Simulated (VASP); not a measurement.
# Vibrations of InP: a test of the settings

How far do the zone-centre frequencies of InP depend on the numerical settings? The starting structure is a measured crystal structure from the Crystallography Open Database.

Method: Kohn-Sham DFT with plane waves and PAW; LDA, in VASP 6.6.1.

## 1. The structure

Symmetry: F-43m, No. 216, cubic system. The conventional cell has a = 5.869 Å, b = 5.869 Å, c = 5.869 Å, α = 90.00°, β = 90.00°, γ = 90.00°. Nearest to In lie 4 P at 2.54 Å. Nearest to P lie 4 In at 2.54 Å. Farther neighbours are not listed.

Structure file:

```xyz
2
Lattice="0.0000 2.9343 2.9343 2.9343 0.0000 2.9343 2.9343 2.9343 0.0000" Properties=species:S:1:pos:R:3 pbc="T T T"
In    0.0000    0.0000    0.0000
P     4.4015    4.4015    4.4015
```

## 2. Reference modes

The cell comes from a relaxation at this level, not shown (49.50 Å³).

INCAR

```
SYSTEM = InP
PREC = Accurate
ENCUT = 450
EDIFF = 1E-08
NELM = 100
ISMEAR = 0
SIGMA = 0.03
LREAL = .FALSE.
ALGO = Normal
GGA = CA
NBANDS = 15
LORBIT = 11
LWAVE = .FALSE.
LCHARG = .FALSE.
KPAR = 2
IBRION = 8
LEPSILON = .TRUE.
ISIF = 2
```

POSCAR

```
InP
1.0
    0.0000000000      2.9142325403      2.9142325403
    2.9142325403      0.0000000000      2.9142325403
    2.9142325403      2.9142325403      0.0000000000
In P
1 1
Direct
    0.0000000000      0.0000000000      0.0000000000
    0.7500000000      0.7500000000      0.7500000000
```

KPOINTS

```
Automatic mesh
0
Gamma
6 6 6
0 0 0
```

The projector-augmented-wave data sets are In_d and P (LDA family, release 64).

Started as:

```
> mpirun -np 2 vasp_std
```

What it wrote:

```text
[banner, memory and clock lines left out]
running    2 mpi-ranks, on    1 nodes
 distrk:  each k-point on    1 cores,    2 groups
 distr:  one band on    1 cores,    1 groups

 POSCAR found type information on POSCAR InP
 POSCAR found :  2 types and       2 ions
 LDA part: xc-table for (Slater(with rela. corr.)+CA(PZ))
 , standard interpolation
 POSCAR, INCAR and KPOINTS ok, starting setup
 FFT: planning ... GRIDC
 FFT: planning ... GRID_SOFT
 FFT: planning ... GRID
 WAVECAR not read
 entering main loop
       N       E                     dE             d eps       ncg     rms          rms(c)
DAV:   1     0.988198688647E+02    0.98820E+02   -0.77139E+03   503   0.121E+03
DAV:   2    -0.341915963023E+01   -0.10224E+03   -0.98373E+02   508   0.283E+02
DAV:   3    -0.993729642215E+01   -0.65181E+01   -0.64884E+01   634   0.750E+01
DAV:   4    -0.101005058926E+02   -0.16321E+00   -0.16317E+00   573   0.129E+01
DAV:   5    -0.101090651098E+02   -0.85592E-02   -0.85591E-02   744   0.254E+00    0.598E+00
DAV:   6    -0.970937644937E+01    0.39969E+00   -0.61552E-01   757   0.137E+01    0.357E+00
DAV:   7    -0.966541780888E+01    0.43959E-01   -0.15568E-01   696   0.335E+00    0.119E+00
DAV:   8    -0.966014902752E+01    0.52688E-02   -0.14245E-02   653   0.147E+00    0.404E-01
DAV:   9    -0.965991087270E+01    0.23815E-03   -0.11518E-03   669   0.411E-01    0.186E-01
DAV:  10    -0.965994236893E+01   -0.31496E-04   -0.15532E-04   754   0.148E-01    0.115E-01
DAV:  11    -0.965994635944E+01   -0.39905E-05   -0.31056E-05   720   0.897E-02    0.741E-02
DAV:  12    -0.965994381494E+01    0.25445E-05   -0.54826E-06   620   0.202E-02    0.128E-02
DAV:  13    -0.965994379283E+01    0.22113E-07   -0.45409E-07   571   0.366E-03    0.106E-02
DAV:  14    -0.965994376915E+01    0.23676E-07   -0.37432E-08   641   0.310E-03    0.328E-03
DAV:  15    -0.965994375640E+01    0.12750E-07   -0.38758E-08   592   0.186E-03    0.750E-04
DAV:  16    -0.965994375657E+01   -0.17053E-09   -0.21604E-09   345   0.296E-04
   1 F= -.96599438E+01 E0= -.96599438E+01  d E =-.926054E-12
 Linear response reoptimize wavefunctions to high precision
DAV:   1    -0.965994375658E+01   -0.11823E-10   -0.28454E-10   359   0.184E-04
 Linear response G [H, r] |phi>, progress :
  Direction:   1
       N       E                     dE             d eps       ncg     rms
RMM:   1    -0.490063395697E+02   -0.49006E+02    0.35181E+02   629   0.133E+02
RMM:   2    -0.654866644824E+02   -0.16480E+02   -0.17053E+01   900   0.328E+01
RMM:   3    -0.658795394768E+02   -0.39287E+00   -0.22175E+00   925   0.116E+01
RMM:   4    -0.658801084307E+02   -0.56895E-03   -0.26774E-01   924   0.468E+00
RMM:   5    -0.659007587334E+02   -0.20650E-01   -0.13086E-01   937   0.205E+00
RMM:   6    -0.659004243011E+02    0.33443E-03   -0.16636E-02   973   0.756E-01
RMM:   7    -0.659005725089E+02   -0.14821E-03   -0.18345E-03   968   0.247E-01
RMM:   8    -0.659005771754E+02   -0.46665E-05   -0.33346E-04  1022   0.115E-01
RMM:   9    -0.659005947996E+02   -0.17624E-04   -0.28276E-04   977   0.399E-02
RMM:  10    -0.659005969475E+02   -0.21479E-05    0.97316E-05  1017   0.159E-02
RMM:  11    -0.659006139909E+02   -0.17043E-04    0.13369E-04   886   0.634E-03
RMM:  12    -0.659006011533E+02    0.12838E-04   -0.30933E-04   806   0.260E-03
RMM:  13    -0.659005982662E+02    0.28871E-05    0.11836E-04   734   0.130E-03
RMM:  14    -0.659005979364E+02    0.32987E-06    0.33399E-05   707   0.579E-04
RMM:  15    -0.659005997970E+02   -0.18606E-05   -0.71008E-06   598   0.362E-04
RMM:  16    -0.659005995446E+02    0.25244E-06   -0.46099E-07   533   0.227E-04
RMM:  17    -0.659005995347E+02    0.98744E-08    0.13822E-06   483   0.169E-04
RMM:  18    -0.659005995254E+02    0.93320E-08   -0.23699E-06   446   0.141E-04
RMM:  19    -0.659005995288E+02   -0.33979E-08    0.88621E-07   416   0.128E-04
RMM:  20    -0.659005995285E+02    0.23205E-09    0.21156E-07   393   0.122E-04
RMM:  21    -0.659005995284E+02    0.11077E-09    0.52127E-07   379   0.122E-04
RMM:  22    -0.659005995297E+02   -0.13313E-08    0.23172E-07   375   0.120E-04
 Linear response G [H, r] |phi>, progress :
  Direction:   2
       N       E                     dE             d eps       ncg     rms
RMM:   1    -0.471046259701E+02   -0.47105E+02    0.33717E+02   623   0.130E+02
RMM:   2    -0.666094831955E+02   -0.19505E+02   -0.17751E+01   894   0.319E+01
RMM:   3    -0.668738528171E+02   -0.26437E+00   -0.20823E+00   913   0.114E+01
RMM:   4    -0.668862232636E+02   -0.12370E-01   -0.41988E-01   921   0.468E+00
RMM:   5    -0.668906826406E+02   -0.44594E-02   -0.10736E-01   936   0.194E+00
RMM:   6    -0.668915201028E+02   -0.83746E-03   -0.13481E-02   967   0.712E-01
RMM:   7    -0.668917030229E+02   -0.18292E-03   -0.10466E-03   964   0.236E-01
RMM:   8    -0.668917805926E+02   -0.77570E-04   -0.33254E-04  1013   0.105E-01
RMM:   9    -0.668917892701E+02   -0.86775E-05    0.32545E-05   980   0.401E-02
RMM:  10    -0.668917909724E+02   -0.17023E-05    0.13291E-04  1003   0.145E-02
RMM:  11    -0.668917916076E+02   -0.63526E-06   -0.41500E-04   891   0.573E-03
RMM:  12    -0.668917915759E+02    0.31748E-07   -0.50086E-05   797   0.220E-03
RMM:  13    -0.668917916696E+02   -0.93724E-07    0.13153E-05   744   0.112E-03
RMM:  14    -0.668917917121E+02   -0.42530E-07   -0.10979E-05   688   0.519E-04
[...]
RMM:   9    -0.377395444693E+01    0.42609E-04    0.62125E-05  2829   0.990E-03    0.205E-03
RMM:  10    -0.377399624381E+01   -0.41797E-04    0.20588E-07  2797   0.283E-03    0.171E-03
RMM:  11    -0.377397787158E+01    0.18372E-04   -0.19264E-06  2885   0.128E-03    0.391E-04
RMM:  12    -0.377397978614E+01   -0.19146E-05    0.14567E-06  2647   0.453E-04    0.512E-04
RMM:  13    -0.377397898195E+01    0.80419E-06   -0.81646E-09  2330   0.202E-04    0.953E-05
RMM:  14    -0.377397751618E+01    0.14658E-05    0.78992E-08  1510   0.816E-05    0.812E-05
RMM:  15    -0.377397793003E+01   -0.41386E-06    0.12250E-07   889   0.524E-05    0.180E-05
RMM:  16    -0.377397771870E+01    0.21133E-06   -0.59808E-09   605   0.434E-05    0.188E-05
RMM:  17    -0.377397841343E+01   -0.69473E-06    0.24116E-08   548   0.424E-05    0.150E-06
 change of polarisation eV/A/(eV/A) component  2 :     1.299     7.301     0.351
 dielectric tensor                  component  2 :     4.750    27.688     1.282
 Linear response to external field, progress :
  Direction:   3
       N       E                     dE             d eps       ncg     rms          rms(c)
RMM:   1    -0.190003776501E+01   -0.19000E+01   -0.10116E+01  1757   0.618E+00
RMM:   2    -0.372530778801E+01   -0.18253E+01   -0.71504E-02  2522   0.187E+00    0.234E+00
RMM:   3    -0.369547073736E+01    0.29837E-01   -0.26571E-02  2613   0.118E+00    0.140E+00
RMM:   4    -0.376182460546E+01   -0.66354E-01   -0.29417E-02  2480   0.128E+00    0.218E-01
RMM:   5    -0.376887555482E+01   -0.70509E-02   -0.42013E-03  2671   0.482E-01    0.130E-01
RMM:   6    -0.377249576794E+01   -0.36202E-02   -0.35319E-04  2640   0.157E-01    0.561E-02
RMM:   7    -0.377378763612E+01   -0.12919E-02   -0.38362E-05  2672   0.705E-02    0.192E-02
RMM:   8    -0.377399579537E+01   -0.20816E-03   -0.50874E-05  2702   0.315E-02    0.120E-02
RMM:   9    -0.377395359439E+01    0.42201E-04   -0.41419E-06  2829   0.993E-03    0.205E-03
RMM:  10    -0.377399624910E+01   -0.42655E-04    0.79444E-06  2794   0.284E-03    0.172E-03
RMM:  11    -0.377397789841E+01    0.18351E-04   -0.14250E-05  2886   0.127E-03    0.364E-04
RMM:  12    -0.377397991457E+01   -0.20162E-05   -0.33614E-07  2640   0.453E-04    0.523E-04
RMM:  13    -0.377397893795E+01    0.97662E-06   -0.59079E-07  2371   0.204E-04    0.536E-05
RMM:  14    -0.377397795404E+01    0.98391E-06   -0.31647E-07  1482   0.804E-05    0.101E-04
RMM:  15    -0.377397761700E+01    0.33704E-06    0.78418E-08   880   0.521E-05    0.271E-05
RMM:  16    -0.377397806142E+01   -0.44442E-06   -0.49051E-10   608   0.428E-05    0.179E-05
RMM:  17    -0.377397797867E+01    0.82751E-07    0.10045E-08   546   0.418E-05    0.252E-06
 change of polarisation eV/A/(eV/A) component  3 :     1.034     0.636     7.301
 dielectric tensor                  component  3 :     3.778     2.326    27.688
 Linear response DOF=           2
 Linear response progress:
  Degree of freedom:   1/  2
       N       E                     dE             d eps       ncg     rms          rms(c)
RMM:   1    -0.234469997365E+00   -0.23447E+00   -0.65112E-02  1862   0.507E+00
RMM:   2    -0.237167612097E+00   -0.26976E-02   -0.15564E-02  2330   0.109E+00    0.934E-02
RMM:   3    -0.237105264239E+00    0.62348E-04   -0.20138E-03  2569   0.340E-01    0.472E-02
RMM:   4    -0.236905312022E+00    0.19995E-03   -0.21689E-04  2609   0.125E-01    0.245E-02
RMM:   5    -0.236872121794E+00    0.33190E-04   -0.59266E-05  2665   0.419E-02    0.839E-03
RMM:   6    -0.236880915514E+00   -0.87937E-05   -0.83370E-05  2742   0.157E-02    0.239E-03
RMM:   7    -0.236893826058E+00   -0.12911E-04   -0.98509E-05  2716   0.481E-03    0.615E-04
RMM:   8    -0.236886881510E+00    0.69445E-05   -0.45290E-05  2759   0.192E-03    0.307E-04
RMM:   9    -0.236882300099E+00    0.45814E-05   -0.11104E-05  2707   0.890E-04    0.656E-05
RMM:  10    -0.236881930224E+00    0.36987E-06   -0.59564E-06  2834   0.387E-04    0.669E-05
RMM:  11    -0.236881600171E+00    0.33005E-06   -0.39497E-06  2900   0.195E-04    0.316E-05
RMM:  12    -0.236881492416E+00    0.10775E-06   -0.12764E-06  2656   0.118E-04    0.302E-05
RMM:  13    -0.236881488032E+00    0.43847E-08   -0.10627E-06  2942   0.652E-05    0.121E-05
RMM:  14    -0.236881392377E+00    0.95655E-07   -0.23099E-07  2897   0.381E-05    0.330E-06
RMM:  15    -0.236881417677E+00   -0.25300E-07   -0.33663E-07  2501   0.245E-05    0.410E-06
RMM:  16    -0.236881400665E+00    0.17012E-07   -0.14168E-07  2511   0.177E-05    0.801E-07
RMM:  17    -0.236881381948E+00    0.18717E-07   -0.10642E-07  2024   0.137E-05    0.173E-06
RMM:  18    -0.236881376829E+00    0.51195E-08   -0.20150E-08  1926   0.115E-05    0.276E-07
 first order change of Fermi-energy   0.34792E-04
 force on displaced ion       1 direction 1 :  -8.269   0.000   0.000
 Born effective charge ion    1 direction 1 :   2.542   0.000   0.000
 Linear response progress:
  Degree of freedom:   2/  2
       N       E                     dE             d eps       ncg     rms          rms(c)
RMM:   1    -0.500978574827E-01   -0.50098E-01    0.36248E-02  2922   0.185E+00
RMM:   2    -0.483183853717E-01    0.17795E-02   -0.32509E-04  2265   0.646E-01    0.153E-01
RMM:   3    -0.488794209486E-01   -0.56104E-03   -0.15525E-03  2544   0.271E-01    0.594E-02
RMM:   4    -0.491268350251E-01   -0.24741E-03   -0.21829E-04  2586   0.104E-01    0.180E-02
RMM:   5    -0.491536629399E-01   -0.26828E-04   -0.23769E-05  2695   0.317E-02    0.112E-02
RMM:   6    -0.491461295293E-01    0.75334E-05   -0.78429E-06  2658   0.110E-02    0.402E-03
RMM:   7    -0.491453307589E-01    0.79877E-06   -0.24258E-07  2663   0.406E-03    0.161E-03
RMM:   8    -0.491479265449E-01   -0.25958E-05    0.76039E-07  2686   0.149E-03    0.456E-04
RMM:   9    -0.491479857075E-01   -0.59163E-07    0.15549E-06  2937   0.500E-04    0.249E-04
RMM:  10    -0.491480795056E-01   -0.93798E-07    0.42649E-07  2710   0.214E-04    0.511E-05
RMM:  11    -0.491481904854E-01   -0.11098E-06   -0.91980E-08  2877   0.823E-05    0.329E-05
RMM:  12    -0.491482159133E-01   -0.25428E-07    0.73035E-08  2784   0.314E-05    0.224E-05
RMM:  13    -0.491482064533E-01    0.94600E-08    0.20846E-09  2726   0.154E-05    0.166E-06
 first order change of Fermi-energy   0.15190E-03
 force on displaced ion       2 direction 1 :  -8.236  -0.000  -0.000
 Born effective charge ion    2 direction 1 :  -3.130   0.000   0.000
 Born effective charges drift removed
 Linear response finished
```

Wall time 5.3 min (2 MPI ranks of AMD EPYC 7R43, shared host); peak memory 0.35 GiB; 11 min of CPU time.

The logs omit lines about the potential files and the build; timing stands in the text.

Parts of OUTCAR (step 2):

```text
ion  position               nearest neighbor table
   1  0.000  0.000  0.000-   2 2.52   2 2.52   2 2.52   2 2.52
   2  0.750  0.750  0.750-   1 2.52   1 2.52   1 2.52   1 2.52

  LATTYP: Found a face centered cubic cell.
 ALAT       =     5.8284650806

 Subroutine GETGRP returns: Found 24 space group operations
 (whereof 24 operations were pure point group operations)

The static configuration has the point symmetry T_d .

 Found     16 irreducible k-points:

   k-points           NKPTS =     16   k-points in BZ     NKDIM =     16   number of bands    NBANDS=     15

   dimension x,y,z NGX =    30 NGY =   30 NGZ =   30
   dimension x,y,z NGXF=    60 NGYF=   60 NGZF=   60

   ENCUT  =  450.0 eV  33.07 Ry    5.75 a.u.   7.13  7.13  7.13*2*pi/ulx,y,z

   NELECT =      18.0000    total number of electrons

 k-points in reciprocal lattice and weights: Automatic mesh
   0.00000000  0.00000000  0.00000000       0.005
   0.16666667  0.00000000  0.00000000       0.037
   0.33333333  0.00000000  0.00000000       0.037
   0.50000000  0.00000000  0.00000000       0.019
   0.16666667  0.16666667  0.00000000       0.028
   0.33333333  0.16666667  0.00000000       0.111
   0.50000000  0.16666667  0.00000000       0.111
  -0.33333333  0.16666667  0.00000000       0.111
  -0.16666667  0.16666667  0.00000000       0.056
[...]
-0.33333333  0.33333333  0.16666667       0.111
  -0.33333333  0.50000000  0.16666667       0.056

 average (electrostatic) potential at core
       1 -95.0725       2 -83.8254

  Total       -0.0003620     -0.0003620     -0.0003620      0.0000000      0.0000000     -0.0000000
  in kB       -0.0117177     -0.0117177     -0.0117177      0.0000000      0.0000000     -0.0000000
  external PRESSURE =      -0.0117177 kB  Pullay stress =       0.0000000 kB

  energy-cutoff  :      450.00
  volume of cell :       49.50
      direct lattice vectors                 reciprocal lattice vectors
     0.000000000  2.914232540  2.914232540    -0.171571758  0.171571758  0.171571758
     2.914232540  0.000000000  2.914232540     0.171571758 -0.171571758  0.171571758
     2.914232540  2.914232540  0.000000000     0.171571758  0.171571758 -0.171571758

 POSITION                                       TOTAL-FORCE (eV/Angst)
 -----------------------------------------------------------------------------------
      0.00000      0.00000      0.00000        -0.000000     -0.000000      0.000000
      4.37135      4.37135      4.37135         0.000000      0.000000     -0.000000
 -----------------------------------------------------------------------------------
    total drift:                                0.000000      0.000000      0.000000

 MACROSCOPIC STATIC DIELECTRIC TENSOR (including local field effects in DFT)
 ------------------------------------------------------
          27.688222     0.000000    -0.000000
           0.000000    27.688222     0.000000
           0.000000     0.000000    27.688222
 ------------------------------------------------------

 PIEZOELECTRIC TENSOR (including local field effects)  for field in x, y, z        (C/m^2)
          XX          YY          ZZ          XY          YZ          ZX
  --------------------------------------------------------------------------------
  x     0.00000     0.00000    -0.00000     0.00000     1.01170    -0.00000
  y    -0.00000    -0.00000     0.00000    -0.00000     0.00000     1.01170
  z     0.00000     0.00000    -0.00000     1.01170     0.00000     0.00000

 BORN EFFECTIVE CHARGES (including local field effects) (in |e|, cummulative output)
 ---------------------------------------------------------------------------------
 ion    1
    1     2.83933     0.00000    -0.00000
    2     0.00000     2.83933     0.00000
    3    -0.00000     0.00000     2.83933
 ion    2
    1    -2.83933    -0.00000     0.00000
    2     0.00000    -2.83933    -0.00000
    3     0.00000    -0.00000    -2.83933

 Eigenvectors and eigenvalues of the dynamical matrix
 ----------------------------------------------------

   1 f  =    9.087616 THz    57.099177 2PiTHz  303.130248 cm-1    37.583344 meV
             X         Y         Z           dx          dy          dz
      0.000000  0.000000  0.000000     0.326439    0.326439   -0.000000
      4.371349  4.371349  4.371349    -0.627246   -0.627246   -0.000000

   2 f  =    9.087616 THz    57.099177 2PiTHz  303.130248 cm-1    37.583344 meV
             X         Y         Z           dx          dy          dz
      0.000000  0.000000  0.000000     0.326439   -0.326439    0.000000
      4.371349  4.371349  4.371349    -0.627246    0.627246    0.000000

   3 f  =    9.087616 THz    57.099177 2PiTHz  303.130248 cm-1    37.583344 meV
             X         Y         Z           dx          dy          dz
      0.000000  0.000000  0.000000     0.000000    0.000000   -0.461654
      4.371349  4.371349  4.371349     0.000000   -0.000000    0.887060

   4 f/i=    0.007486 THz     0.047034 2PiTHz    0.249696 cm-1     0.030958 meV
             X         Y         Z           dx          dy          dz
      0.000000  0.000000  0.000000    -0.878356   -0.123622   -0.009172
      4.371349  4.371349  4.371349    -0.457124   -0.064337   -0.004773

   5 f/i=    0.007486 THz     0.047034 2PiTHz    0.249696 cm-1     0.030958 meV
             X         Y         Z           dx          dy          dz
      0.000000  0.000000  0.000000     0.121460   -0.845152   -0.240502
      4.371349  4.371349  4.371349     0.063212   -0.439844   -0.125165

   6 f/i=    0.007486 THz     0.047034 2PiTHz    0.249696 cm-1     0.030958 meV
             X         Y         Z           dx          dy          dz
      0.000000  0.000000  0.000000     0.024778   -0.239398    0.853786
      4.371349  4.371349  4.371349     0.012895   -0.124591    0.444337

 MACROSCOPIC STATIC DIELECTRIC TENSOR IONIC CONTRIBUTION
 ------------------------------------------------------
           3.571227     0.000000    -0.000000
           0.000000     3.571227     0.000000
          -0.000000     0.000000     3.571227
 ------------------------------------------------------

 ELASTIC MODULI CONTR FROM IONIC RELAXATION (kBar)
 Direction    XX          YY          ZZ          XY          YZ          ZX
 --------------------------------------------------------------------------------
 XX          -0.0000      0.0000      0.0000     -0.0000      0.0000     -0.0000
 YY           0.0000     -0.0000      0.0000     -0.0000     -0.0000      0.0000
 ZZ           0.0000      0.0000     -0.0000      0.0000     -0.0000     -0.0000
 XY          -0.0000     -0.0000      0.0000   -246.0630      0.0000      0.0000
 YZ           0.0000     -0.0000     -0.0000      0.0000   -246.0630      0.0000
 ZX          -0.0000      0.0000     -0.0000      0.0000      0.0000   -246.0630
 --------------------------------------------------------------------------------

 PIEZOELECTRIC TENSOR IONIC CONTR  for field in x, y, z        (C/m^2)
          XX          YY          ZZ          XY          YZ          ZX
  --------------------------------------------------------------------------------
  x     0.00000    -0.00000    -0.00000     0.00000    -0.88207    -0.00000
  y    -0.00000     0.00000    -0.00000    -0.00000     0.00000    -0.88207
  z    -0.00000    -0.00000     0.00000    -0.88207     0.00000    -0.00000
```

Energies printed during the response cycles are not total energies of the cell.

Reference: the zone-centre mode is T2 303.1 cm⁻¹.

(Part 1 of 2 ends here.)

[Lines on the potential files, build, host, timing and source positions are cut from VASP's logs without a mark.]

[Logs are printed without paths, hosts, clocks, repeated set-up lines and the standing remarks that a program may print on its own settings, such as how far it seeks lower states.]

[Hosts, paths, dates, database ids (printed as entryN), source tags and the programs' standing remarks are cut or masked in the printed files.]
